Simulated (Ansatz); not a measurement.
Predict the output of the script below (Ansatz 0.2.0, Python API).

Script `restart_mgte.py`:
```python
'''A run of MgTe that can be started again.'''

import ansatz as az
import numpy as np


def main() -> None:
    vectors = np.array([
        [4.52, 0.0, 0.0],
        [-2.26, 3.91443, 0.0],
        [0.0, 0.0, 7.33],
    ])
    mgte = (
        az.Lattice.of(vectors)
        .atom('Mg', (1 / 3, 2 / 3, 0.0))
        .atom('Mg', (2 / 3, 1 / 3, 0.5))
        .atom('Te', (1 / 3, 2 / 3, 0.385))
        .atom('Te', (2 / 3, 1 / 3, 0.885))
    )

    model = (
        mgte.calculation()
        .basis(34 * az.Ry)
        .occupations('Fixed')
        .pseudopotentials('paw')
        .kpoints(5, 5, 3)
        .forces()
        .checkpoint(write='ground.run')
    )
    with az.exiting_at_sigterm():
        res = model.run(threads=1, resume=True)
    print('returned:', type(res).__name__)
    print(f'F = {res.report["free_energy_ev"]:.5f} eV, {res.report["n_iterations"]} iterations')


if __name__ == '__main__':
    main()
```

```console
$ python restart_mgte.py
returned: RunOutcome
F = -17810.97297 eV, 6 iterations
```

```console
$ python restart_mgte.py
returned: CompletedStep
F = -17810.97297 eV, 6 iterations
```

Notes:
- Absolute energies stand on the zero of these potentials, so only differences at equal settings mean something. A total without «per atom» is that of the cell as typed.
- No functional is typed, so the default, PBE, holds.
- The structure is a deposited one; some such entries were measured under pressure or heat, so a shift against it needn't be the functional's error alone.
- It ran for 3.4 s on 1 thread of Intel(R) Xeon(R) Platinum 8488C (Sapphire Rapids), on a shared host, peak memory 0.43 GiB.

(Lines on the test bed's own set-up are left out of the output.)
